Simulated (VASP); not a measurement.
# Fe (Fmmm) in VASP: notebook

Runs on Fe. Level: PBEsol. Tasks: single point.

Everything below comes from runs of VASP 6.6.1. Logs are shortened: lines on timing, memory, paths and dates and some standing lists are left out, and cuts for length are marked.

## (1) Starting point

The structure is orthorhombic, space group Fmmm (No. 69). The conventional cell has a = 2.997 Å, b = 3.883 Å, c = 3.930 Å, α = 90.00°, β = 90.00°, γ = 90.00°. Around Fe (site symmetry mmm) lie 12 Fe at 2.45 to 2.76 Å.

## (2) Single point, PBEsol, collinear spin, ferromagnetic start

The input, INCAR:

```
  PREC = Normal
  ENCUT = 450
  EDIFF = 1E-6
  ISMEAR = 1
  SIGMA = 0.1
  LREAL = False
  LASPH = True
  NELM = 100
  ALGO = Normal
  ISIF = 2
  LWAVE = False
  LCHARG = False
  ISPIN = 2
  MAGMOM = 3
  LORBIT = 11
  LMAXMIX = 4
  GGA = PS
  NBANDS = 14
  ADDGRID = False
```

The input, KPOINTS:

```
Automatic mesh
0
Gamma
  6 6 6
```

The input, POSCAR:

```
Fe
1.0
    0.0000000000      1.9417396906      1.9651051623
    1.4984397099      0.0000000000      1.9651051623
    1.4984397099      1.9417396906      0.0000000000
Fe
1
Direct
    0.0000000000      0.0000000000      0.0000000000
```

Potentials or basis: VASP PAW PBE potentials, release 64 (Fe).

Started as:

```bash
$ cat potpaw_PBE.64/Fe/POTCAR > POTCAR
$ mpirun -np 1 vasp_std > vasp.out
```

OUTCAR:

```text
PREC = Normal
   ENCUT = 450
   EDIFF = 1E-6
   ISMEAR = 1
   LREAL = False
   LASPH = True
   NELM = 100
   ISIF = 2
   ISPIN = 2
   LORBIT = 11
   GGA = PS

 Found     46 irreducible k-points:

 Following reciprocal coordinates:
            Coordinates               Weight
  0.000000  0.000000  0.000000      1.000000
  0.166667 -0.000000 -0.000000      8.000000
  0.333333 -0.000000  0.000000      8.000000
  0.500000 -0.000000 -0.000000      4.000000
  0.166667  0.166667  0.000000      2.000000
  0.333333  0.166667  0.000000      8.000000
   k-points           NKPTS =     46   k-points in BZ     NKDIM =     46   number of bands    NBANDS=     14
   number of dos      NEDOS =    301   number of ions     NIONS =      1
   total plane-waves  NPLWV =   2744
   dimension x,y,z NGX =    14 NGY =   14 NGZ =   14
   dimension x,y,z NGXF=    28 NGYF=   28 NGZF=   28
   ions per type =               1
   NGX,Y,Z   is equivalent  to a cutoff of   8.42,  9.42,  9.49 a.u.
   NGXF,Y,Z  is equivalent  to a cutoff of  16.85, 18.84, 18.98 a.u.
 SYSTEM =  unknown system
   PREC   = normal    normal or accurate (medium, high low for compatibility)
   ISTART =      0    job   : 0-new  1-cont  2-samecut
   ICHARG =      2    charge: 1-file 2-atom 10-const
   ISPIN  =      2    spin polarized calculation?
   LNONCOLLINEAR =      F non collinear calculations
   LSORBIT =      F    spin-orbit coupling
   LASPH  =      T    aspherical Exc in radial PAW
   ENCUT  =  450.0 eV  33.07 Ry    5.75 a.u.   4.78  4.27  4.24*2*pi/ulx,y,z
   NELM   =    100;   NELMIN=  2; NELMDL= -5     # of ELM steps
   EDIFF  = 0.1E-05   stopping-criterion for ELM
   LREAL  =      F    real-space projection
   EDIFFG = 0.1E-04   stopping-criterion for IOM
   NSW    =      0    number of steps for IOM
   IBRION =     -1    ionic relax: 0-MD 1-quasi-New 2-CG
   NFREE  =      0    steps in history (QN), initial steepest desc. (CG)
   ISIF   =      2    stress and relaxation
   ISYM   =      2    0-nonsym 1-usesym 2-fastsym
   POTIM  = 0.5000    time-step for ionic-motion
   TEBEG  =    0.0;   TEEND  =   0.0 temperature during run
   PSTRESS=    0.0 pullay stress
   NELECT =       8.0000    total number of electrons
   NUPDOWN=      -1.0000    fix difference up-down
   EMIN   =  10.00;   EMAX   =-10.00  energy-range for DOS
   EFERMI =   0.00;   METHOD = LEGACY
   ISMEAR =     1;   SIGMA  =   0.10  broadening in eV -4-tet -1-fermi 0-gaus
   EFERMI_NEDOS =   21; number of points for ismear=-14 and -15
   IALGO  =     38    algorithm
   IMIX   =      4    mixing-type and parameters
     AMIX     =   0.40;   BMIX     =  1.00
     AMIX_MAG =   1.60;   BMIX_MAG =  1.00
  volume/ion in A,a.u.               =      11.44        77.17
  Fermi-wavevector in a.u.,A,eV,Ry     =   1.453303  2.746344 28.736719  2.112089
  Thomas-Fermi vector in A             =   2.570585
   LORBIT       =     11    0 simple, 1 ext, 2 COOP (PROOUT), +10 PAW based schemes
   GGA     = PS    functional components
   LHFCALC =     F    Hartree Fock is set to
   AEXX    =    0.0000 exact exchange contribution
   IVDW    =     0    specifies the selected vdW correction
   LEPSILON=     F    determine dielectric tensor
   LRPA    =     F    only Hartree local field effects (RPA)
 spin polarized calculation
 Methfessel and Paxton  Order N= 1 SIGMA  =   0.10
  energy-cutoff  :      450.00
  volume of cell :       11.44
 maximum number of plane-waves:       261
   NGX =  9   NGY =  9   NGZ =  9

 number of electron       7.9999986 magnetization       2.2584915

 Free energy of the ion-electron system (eV)
  ---------------------------------------------------
  ext. energy  EPLUGINS =         0.00000000
  ---------------------------------------------------
  free energy    TOTEN  =        -8.91115530 eV

  energy without entropy =       -8.91103755  energy(sigma->0) =       -8.91111605

 E-fermi :   5.5641     XC(G=0): -13.2349

 val. band max:        5.5346925471   @ k =  -0.1667   0.1667   0.1667
 cond. band min:       5.5906728653   @ k =   0.3333   0.1667   0.1667
 fundamental gap:      0.0559803181
 Fermi energy:         5.5640851826

 spin component 1

 k-point     1 :       0.0000    0.0000    0.0000
  band No.  band energies     occupation
      1      -2.8889      1.00000
      2       3.1504      1.00000
      3       3.2427      1.00000
      4       3.5917      1.00000
      5       4.3232      1.00000
      6       4.7215      1.00000
      7      29.3793      0.00000
      8      30.8562      0.00000
      9      31.1202      0.00000
     10      35.0616      0.00000
     11      36.1147      0.00000
     12      36.3626      0.00000
     13      36.8702      0.00000
     14      36.9615      0.00000
[... 71 lines left out ...]
      1       0.0612      1.00000
      2       2.6090      1.00000
      3       2.8649      1.00000
      4       4.2871      1.00000
      5       4.8696      1.00000
      6       5.1295      1.00000
      7      21.0046      0.00000
      8      22.7532      0.00000
      9      27.1145      0.00000
     10      30.5574      0.00000
     11      35.1666      0.00000
     12      37.1451      0.00000
     13      40.5478      0.00000
     14      43.9533      0.00000

 [... further k-points ...]

 spin component 2

 k-point     1 :       0.0000    0.0000    0.0000
  band No.  band energies     occupation
      1      -2.6137      1.00000
      2       5.0911      1.00000
      3       5.2194      1.00001
      4       5.6938     -0.03472
      5       6.8952     -0.00000
      6       7.5001     -0.00000
      7      29.2708      0.00000
      8      30.7960      0.00000
      9      31.0906      0.00000
     10      35.4956      0.00000
     11      36.2829      0.00000
     12      37.3997      0.00000
     13      37.6320      0.00000
     14      37.7276      0.00000
[... 71 lines left out ...]
      1       0.4850      1.00000
      2       4.3820      1.00000
      3       4.7645      1.00000
      4       6.7823     -0.00000
      5       7.2253     -0.00000
      6       7.5667      0.00000
      7      21.7304      0.00000
      8      23.4004      0.00000
      9      27.7849      0.00000
     10      30.8428      0.00000
     11      35.5836      0.00000
     12      37.7044      0.00000
     13      41.1409      0.00000
     14      44.3122      0.00000

 [... further k-points ...]

------------------------ aborting loop because EDIFF is reached ----------------------------------------

  FORCE on cell =-STRESS in cart. coord.  units (eV):
  Direction    XX          YY          ZZ          XY          YZ          ZX
  --------------------------------------------------------------------------------------
  -------------------------------------------------------------------------------------
  Total       -1.1779111     -0.3451987     -0.5517088      0.0000000      0.0000000      0.0000000
  in kB     -165.0353723    -48.3652753    -77.2990939      0.0000000      0.0000000      0.0000000
  external PRESSURE =     -96.8999138 kB  Pullay stress =       0.0000000 kB

 VOLUME and BASIS-vectors are now :
 -----------------------------------------------------------------------------
  energy-cutoff  :      450.00
  volume of cell :       11.44
      direct lattice vectors                 reciprocal lattice vectors
     0.000000000  1.941739691  1.965105162    -0.333680426  0.257501045  0.254439309
     1.498439710  0.000000000  1.965105162     0.333680426 -0.257501045  0.254439309
     1.498439710  1.941739691  0.000000000     0.333680426  0.257501045 -0.254439309

 POSITION                                       TOTAL-FORCE (eV/Angst)
 -----------------------------------------------------------------------------------
      0.00000      0.00000      0.00000        -0.000000      0.000000      0.000000
 -----------------------------------------------------------------------------------
    total drift:                               -0.000000     -0.000000     -0.000000

  FREE ENERGIE OF THE ION-ELECTRON SYSTEM (eV)
  ---------------------------------------------------
  free  energy   TOTEN  =        -8.9111552968 eV

  energy  without entropy=       -8.9110375540  energy(sigma->0) =       -8.91111605

 total charge

# of ion       s       p       d       tot
------------------------------------------
    1        0.490   0.532   6.240   7.262

 magnetization (x)

# of ion       s       p       d       tot
------------------------------------------
    1       -0.013  -0.047   2.307   2.247
```

stdout:

```text
POSCAR found type information on POSCAR Fe
 POSCAR found :  1 types and       1 ions
 scaLAPACK will be used
 -----------------------------------------------------------------------------
|                                                                             |
|                                                                             |
|     You enforced a specific xc type in the INCAR file but a different       |
|     I HOPE YOU KNOW WHAT YOU ARE DOING!                                     |
|                                                                             |
 -----------------------------------------------------------------------------

 LDA part: xc-table for (Slater+PW92), standard interpolation
 POSCAR, INCAR and KPOINTS ok, starting setup
 FFT: planning ... GRIDC
 FFT: planning ... GRID_SOFT
 FFT: planning ... GRID
 WAVECAR not read
 entering main loop
```

Wall time 3.8 s (1 thread of Intel Xeon 6975P-C (Granite Rapids), shared host); peak memory 0.11 GiB.

These settings aren't checked as converged: the numbers below hold their error.

What came out:

| Quantity | Value |
| --- | --- |
| Free energy | -8.9112 eV |
| Pressure | -9.7 GPa |
| Band gap on the k mesh | none (metal or under the smearing width) |
| Net moment | 2.26 μB per cell |
| Site moments | Fe +2.25 μB |
| Valence electrons inside the program's atomic spheres | Fe 7.26 |

Caveat: the k mesh is coarse (spacing up to 0.52 Å⁻¹), so the values aren't converged; the PAW data sets were made with another functional, which shifts forces and pressure a little.

[end of part 1 of 2]
